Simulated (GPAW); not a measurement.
A run of GPAW 26.7.0 is set up as follows.

The input run.py:

```python
from ase import Atoms
from ase.dft.bandgap import bandgap
from ase.io import write
from ase.units import GPa
from gpaw import GPAW, PW

atoms = Atoms(['Cu', 'Cu', 'O', 'O'],
              cell=[[3.1754955, 0.0, 0.0],
                    [0.0, 3.1754955, 0.0],
                    [0.0, 0.0, 4.64953187]],
              scaled_positions=[[-0.001959, 0.000947, -0.004553],
                                [0.499648, 0.507327, 0.001785],
                                [0.505496, -0.003917, 0.26765],
                                [-0.002178, 0.500341, 0.724971]],
              pbc=True)

calc = GPAW(mode=PW(800),
            xc='PBE',
            kpts={'size': (8, 8, 6), 'gamma': True},
            occupations={'name': 'fermi-dirac', 'width': 0.05},
            nbands=33,
            convergence={'density': 1e-05, 'energy': 1e-05},
            maxiter=150,
            txt='gpaw.txt')
atoms.calc = calc
energy = atoms.get_potential_energy()
forces = atoms.get_forces()
stress = atoms.get_stress()
calc.write('gs.gpw')
write('result.traj', atoms)
print(f'Energy: {energy:.6f} eV')
print('Forces (eV/A):')
print(forces.round(4))
print('Stress (GPa):', (stress / GPa).round(3))
print('Fermi level:', round(calc.get_fermi_level(), 4), 'eV')
print(f'Gap: {bandgap(calc)[0]:.4f} eV, direct: {bandgap(calc, direct=True)[0]:.4f} eV')
```

Potentials or basis: GPAW PAW data sets (gpaw-data 1.2.1), pw.

Run with:

```bash
$ OMP_NUM_THREADS=1 python run.py
```

**Question.** Estimate the pressure.

**Answer.** 16.9 GPa.

**Question.** Predict the band gap on the k mesh.

**Answer.** None (metal or under the smearing width).

**Question.** Predict the largest force.

**Answer.** 0.983 eV/Å.

Stress tensor (GPa, compression positive):
```
29.92  0.03 -0.31
 0.03 29.79  0.41
-0.31  0.41 -8.87
```

Caveat: with this Cu data set, volumes or pressures lay over 1.5 % or 2 GPa off other programs in two to four cells of ten; the run has no spin polarisation, though such a crystal can be magnetic; semilocal functionals often make such compounds metallic where correlation or magnetic order opens a gap, which also shifts bond lengths.
